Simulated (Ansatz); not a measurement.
# B: the cost of one run

Method: DFT PBE, scalar-relativistic, plane waves, PAW, in Ansatz 0.2.0.

**1. The starting structure**

The structure is hexagonal, space group P6/mmm (No. 191). Conventional cell: a = 1.702 Å, b = 1.702 Å, c = 3.635 Å, α = 90.00°, β = 90.00°, γ = 120.00°. B (site symmetry 6/mmm) has 6 B at 1.70 Å as nearest neighbours.

As a file:

```
B
1.0
     1.70243    0.00000    0.00000
    -0.85122    1.47435    0.00000
     0.00000    0.00000    3.63542
B
1
Direct
  0.00000 0.00000 0.00000
```

The structure comes from the Materials Project (structure only).

**2. A distortion that keeps the symmetry**

The change: strain xx, yy, zz, yz, xz, xy = +3.0, +3.0, +4.5, +0.0, +0.0, +0.0 %.

Input file input.yaml:

```yaml
crystal:
  lattice:
    - [1.7539321915, 0.0, 0.0]
    - [-0.8769660957, 1.5189498343, 0.0]
    - [0.0, 0.0, 3.799925734]
  atoms:
    - { symbol: B, position: [0.0, 0.0, 0.0] }
basis:
  ecutwfc: 420
kpoints:
  mp_grid: { grid: [27, 27, 12] }
hamiltonian:
  xc: pbe
scf:
  occupations: { method: gaussian, width: 0.1 }
output:
  forces: true
  stress: true
  eigenvalues: true
  populations: true
```

The run is started by

```bash
$ ansatz run input.yaml --threads 1 --pin off --max-ram 1331MiB --backend cpu --events-out ev --progress --plain --runs-dir out
```

**Question.** How long does this run take on 1 thread of an x86-64 CPU, shared host, and how much memory does it need?

About 8.4 s, with a peak of 0.33 GiB.
